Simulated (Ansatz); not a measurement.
Trial structures of Si: starts and ends

The calculation used DFT PBE, scalar-relativistic, plane waves, PAW (Ansatz). All cells share a 420 eV cutoff and Γ-centred k meshes spaced at most about 0.3 Å⁻¹ (about 0.25 or finer for metals, 2π included). No spin polarisation in the final relaxations.

Each guess was relaxed in cell and atoms at zero pressure, within the symmetry of its start. These are static total energies at zero pressure. Coordination counts all near atoms (those within 1.25 times the shortest such distance or 1.15 times the sum of covalent radii).

| guess | made from | start group | V start (Å³/atom) | end group | V end (Å³/atom) | coordination at the end | gap on mesh (eV) | E over the lowest end (meV/atom) |
| --- | --- | --- | --- | --- | --- | --- | --- | --- |
| 1 | 4-connected net of one element | P6_522 | 17.3 | P6_522 | 21.1 | Si 4 | 0.80 | 109 |
| 2 | 4-connected net of one element | I4_122 | 16.6 | ? | ? | ? | ? | ? |
| 3 | 3-, 4-connected net, elements by coordination | Cmce | 16.4 | Fd-3m (diamond) | 20.5 | Si 4 | 0.65 | 0 |
| 4 | 6-connected net of one element | I4_1/amd | 12.6 | I4_1/amd | 15.7 | Si 6 | 0 | 438 |
| 5 | 4-connected net of one element | Pnnm | 18.3 | Pnnm | 23.2 | Si 4 | 0 | 319 |
| 6 | 4-connected net of one element | P-4c2 | 16.8 | P4_2/mmc | 21.3 | Si 6 | 0 | 544 |
| 7 | 4-connected net of one element | Ia-3d | 15.9 | Ia-3d | 19.6 | Si 4 | 0.35 | 229 |

Guess 2 as it starts:

```cif
data_structure
_symmetry_space_group_name_H-M 'I4_122'
_symmetry_Int_Tables_number 98
_cell_length_a 4.0562
_cell_length_b 4.0562
_cell_length_c 8.0900
_cell_angle_alpha 90.000
_cell_angle_beta 90.000
_cell_angle_gamma 90.000
_cell_volume 133.10
loop_
_atom_site_label
_atom_site_type_symbol
_atom_site_symmetry_multiplicity
_atom_site_Wyckoff_symbol
_atom_site_fract_x
_atom_site_fract_y
_atom_site_fract_z
_atom_site_occupancy
Si1 Si 8 f 0.86138 0.25000 0.12500 1
```

**Question.** Fill in the missing row: what does this guess relax into, and where does it rank?

**Answer.** It ends in the simple cubic type, space group Pm-3m (No. 221), with a = 2.532 Å, 16.2 Å³/atom and no gap. It lies 0.35 eV/atom over the lowest end, above guess 5 and below guess 4. Counting all near atoms, this end has Si 6 and the lowest (guess 3) has Si 4.

```
Si
1.0
     2.53246    0.00000    0.00000
     0.00000    2.53246    0.00000
     0.00000    0.00000    2.53246
Si
1
Direct
  0.50000 0.50000 0.50000
```

Kohn–Sham gaps at this level usually fall short of measured ones. The zero gap of Pnnm may come from the functional, which often closes small gaps. Cells relaxed within their symmetry can be saddle points; a later kick test found a lower structure for Si Pm-3m. The part of the Crystallography Open Database at hand lists Si in space groups No. 64, 74, 164, 191, 194 and others; sharing a group (Fd-3m) doesn't make a cell the listed structure. Some types were kept out of the candidates beforehand, so the set may lack a known form.
